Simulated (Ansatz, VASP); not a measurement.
**KBr in VASP and in Ansatz**

```
CELL_PARAMETERS angstrom
4.73730 0.00000 0.00000
0.00000 4.73730 0.00000
0.00000 0.00000 17.34978
ATOMIC_POSITIONS crystal
K 0.50000 0.50000 0.40346
K 0.00000 0.00000 0.59245
Br 0.00000 0.00000 0.40346
Br 0.50000 0.50000 0.59605
```

Alike in both runs: functional PBE; k mesh 6 × 6 × 1; occupations gaussian, width 0.05 eV; no spin polarisation.

Ansatz relaxed the structure, and its values are those at the end. VASP's run is a single point on that final structure, the one shown.

|  | VASP | Ansatz |
| --- | --- | --- |
| version | VASP 6.6.1 | Ansatz 0.2.0 |
| potentials or method | VASP PAW PBE potentials, release 64 (K_sv, Br) | scalar-relativistic, plane waves, PAW |
| plane-wave cutoff (eV) | 520 | 420 |
| valence electrons in the cell | 32 | 32 |

|  | VASP | Ansatz | Ansatz less VASP |
| --- | --- | --- | --- |
| gap on the k mesh at the Fermi level (eV) | 4.29 | 4.29 | 0.000 |
| least direct gap on the mesh (eV) | 4.29 | 4.29 | 0.000 |
| rms of the force components (eV/Å) | 0.039 | 0.039 | -0.0001 |

With one functional, cell and mesh, what is left measures potentials, basis and numerics.
